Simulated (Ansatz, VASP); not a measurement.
## SrO in VASP and in Ansatz

Contents of INCAR:

```
PREC = Accurate
ENCUT = 520
EDIFF = 1E-6
ISMEAR = 0
SIGMA = 0.05
LREAL = False
LASPH = True
NELM = 60
ALGO = Normal
ISIF = 2
LWAVE = False
LCHARG = False
GGA = PE
NBANDS = 15
```

The input KPOINTS:

```
Automatic mesh
0
Gamma
  8 8 8
```

POSCAR

```
SrO
1.0
    0.0000000000      2.4927060000      2.5312530000
    2.4927060000      0.0000000000      2.5312530000
    2.4927060000      2.4927060000      0.0000000000
Sr O
1 1
Direct
    0.0000000000      0.0000000000      0.0000000000
    0.5000000000      0.5000000000      0.5000000000
```

Input for Ansatz:

```yaml
crystal:
  lattice:
    - [0.0, 2.492706, 2.531253]
    - [2.492706, 0.0, 2.531253]
    - [2.492706, 2.492706, 0.0]
  atoms:
    - { symbol: Sr, position: [0.0, 0.0, 0.0] }
    - { symbol: O, position: [0.5, 0.5, 0.5] }
basis:
  ecutwfc: 420
kpoints:
  mp_grid: { grid: [8, 8, 8] }
hamiltonian:
  xc: pbe
scf:
  occupations: { method: gaussian, width: 0.05 }
output:
  forces: true
  stress: true
  eigenvalues: true
```

Change from the starting cell: strain -0.030 along x and y, -0.015 along z, atoms carried along.

Alike in both runs: task single point; functional PBE; k mesh 8 × 8 × 8; occupations gaussian, width 0.05 eV; no spin polarisation.

```csv
,VASP,Ansatz
version,VASP 6.6.1,Ansatz 0.2.0
potentials or method,"VASP PAW PBE potentials, release 64 (Sr_sv, O)","scalar-relativistic, plane waves, PAW"
plane-wave cutoff (eV),520,420
valence electrons in the cell,16,16
```

Ansatz gave:

```
gap on the k mesh at the Fermi level (eV)       : 3.22
least direct gap on the mesh (eV)               : 3.22
pressure (GPa)                                  : 11.7
largest component of the traceless stress (GPa) : 2.03
```

Problem. What did VASP give for the same quantities?

Solution. gap on the k mesh at the Fermi level (eV): 3.16; least direct gap on the mesh (eV): 3.18; pressure (GPa): 12.6; largest component of the traceless stress (GPa): 2.13.

A k mesh can miss the band edges.
